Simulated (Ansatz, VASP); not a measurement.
Two plane-wave programs on Zn

```xyz
2
Lattice="2.6144 0.0196 0.0196 -1.2902 2.2543 0.0072 0.0365 0.0365 4.8732" Properties=species:S:1:pos:R:3 pbc="T T T"
Zn    0.0205    1.5185    1.2296
Zn    1.3403    0.7919    3.6703
```

Change from the starting cell: equal xy, yz and zx shear strains of +1.5 %, PAW files.

Alike in both runs: task electric field gradients; functional PBEsol; k mesh 18 × 18 × 9; occupations fermi-dirac, width 0.03 eV; no spin polarisation.

|  | VASP | Ansatz |
| --- | --- | --- |
| version | VASP 6.6.1 | Ansatz 0.2.0 |
| potentials or method | VASP PAW PBE potentials, release 64 (Zn) | PAW with Ansatz's default frozen-core files, scalar-relativistic |
| plane-wave cutoff (eV) | 520 | 420 |
| valence electrons in the cell | 24 | 24 |

|  | VASP | Ansatz | Ansatz less VASP |
| --- | --- | --- | --- |
| pressure (GPa) | -0.9 | -1.3 | -0.44 |
| largest component of the traceless stress (GPa) | 0.95 | 1.10 | +0.144 |
| rms of the force components (eV/Å) | 0.003 | 0.003 | -0.0002 |
| Vzz of the field gradient on the site that differs most (V/Å²) | 38.4 | 37.7 | -0.71 |

Atom by atom the forces differ by 0.000 eV/Å (rms over components). The functional is the same, so the differences come from potentials, cutoffs and numerics.

Caveats: the PAW data sets were made with another functional, which shifts forces and pressure a little (VASP).
